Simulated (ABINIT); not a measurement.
Runs of ABINIT 10.8.3 (patched build) on Ti. Symmetry: P6_3/mmc, No. 194, hexagonal system. Conventional cell: a = 2.950 Å, b = 2.950 Å, c = 4.680 Å, α = 90.00°, β = 90.00°, γ = 120.00°. Around Ti (site symmetry -6m2) lie 12 Ti at 2.89 to 2.95 Å. 

```tsv
level	gap on the mesh (eV)	pressure (GPa)
WC	none	-5.4
SCAN	none	-2.9
revPBE	none	(a)
RPBE	none	1.7
r2SCAN	none	(b)
```

Alike in all rows: task band structure; potentials or basis JTH PAW PBE v2.0; no spin polarisation; cell as given; k mesh 10 × 10 × 6; cutoff (eV) 490; smearing fermi-dirac 0.05 eV.

Question: Estimate the missing entries.

Answer: (a) 0.9; (b) -2.8.

Caveats: the PAW data sets were made with another functional, which shifts forces and pressure a little.

A gap of «none» marks a metal or a gap under the smearing width.

Runs at the PBE level aren't shown here.
